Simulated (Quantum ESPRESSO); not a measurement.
HfN under changes of volume

One of the cells (11.482 Å³/atom); the others are scaled copies at fixed shape and fractional positions:

```
Hf N
1.0
     0.00000    2.25600    2.25600
     2.25600    0.00000    2.25600
     2.25600    2.25600    0.00000
Hf N
1 1
Direct
  0.00000 0.00000 0.00000
  0.50000 0.50000 0.50000
```

| Quantity | Value |
| --- | --- |
| Program | Quantum ESPRESSO 7.5 |
| Functional | PBE |
| Potentials or basis | SSSP 1.3 efficiency PBE |
| Cutoff | 816 eV |
| Density cutoff | 6531 eV |
| k mesh | 10 × 10 × 10 |
| Occupations | fermi-dirac, width 0.05 eV |
| Spin | no spin polarisation |

```csv
volume (Å³/atom),energy over the lowest point (meV/atom),pressure (GPa)
10.793,?,?
11.023,39.63,18.7
11.252,17.44,11.9
11.482,4.55,5.8
11.712,0.00,0.2
11.941,2.98,-4.7
12.171,12.77,-9.2
```

Question: What does the run at 10.793 Å³/atom give?

Answer: Energy over the lowest point 72.09 meV/atom; pressure 26.3 GPa.

Worked out: A Birch-Murnaghan fit of order 3 (a polynomial in V^(-2/3)) to the other rows has its minimum at 11.73 Å³/atom with B0 = V·E''(V) = 266 GPa and B' = 4.4. It gives 72.28 meV/atom at 10.793 Å³/atom, against the run's 72.09, and -dE/dV = 26.6 GPa, against 26.3.

Energies are extrapolated to zero smearing.
